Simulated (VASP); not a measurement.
A run of VASP 6.6.1 is set up as follows.

File INCAR:

```
PREC = Accurate
ENCUT = 600
EDIFF = 1E-8
ISMEAR = 0
SIGMA = 0.02
LREAL = False
LASPH = True
NELM = 60
ALGO = Normal
ISIF = 2
LWAVE = False
LCHARG = False
GGA = CA
LEPSILON = True
IBRION = 8
NSW = 1
```

File KPOINTS:

```
Automatic mesh
0
Gamma
  4 4 1
```

POSCAR

```
SnSe
1.0
    4.1926300000      0.0000000000      0.0000000000
    0.0000000000      4.1926300000      0.0000000000
    0.0000000000      0.0000000000     10.9632800000
Sn Se
2 2
Direct
    0.5000000000      0.0000000000      0.3777900000
    0.0000000000      0.5000000000      0.6222100000
    0.5000000000      0.0000000000      0.6221700000
    0.0000000000      0.5000000000      0.3778300000
```

Potentials or basis: VASP PAW LDA potentials, release 64 (Sn_d, Se).

Command:

```bash
$ cat potpaw_LDA.64/Sn_d/POTCAR potpaw_LDA.64/Se/POTCAR > POTCAR
$ mpirun -np 1 vasp_std > vasp.out
```

Q: Estimate the electronic dielectric tensor (diagonal).

A: 14.51, 14.51, 1.97.

Q: What does it give for the Born charges (mean of the diagonal)?

A: Sn +3.71; Se -3.71 e.

Q: Estimate the band gap on the k mesh.

A: 1.54 eV, indirect (least direct gap 1.57 eV).

Electronic dielectric tensor:
```
14.51  0.00  0.00
 0.00 14.51  0.00
 0.00  0.00  1.97
```

Caveat: spin-orbit coupling is left out, which moves the levels of the heavy elements.
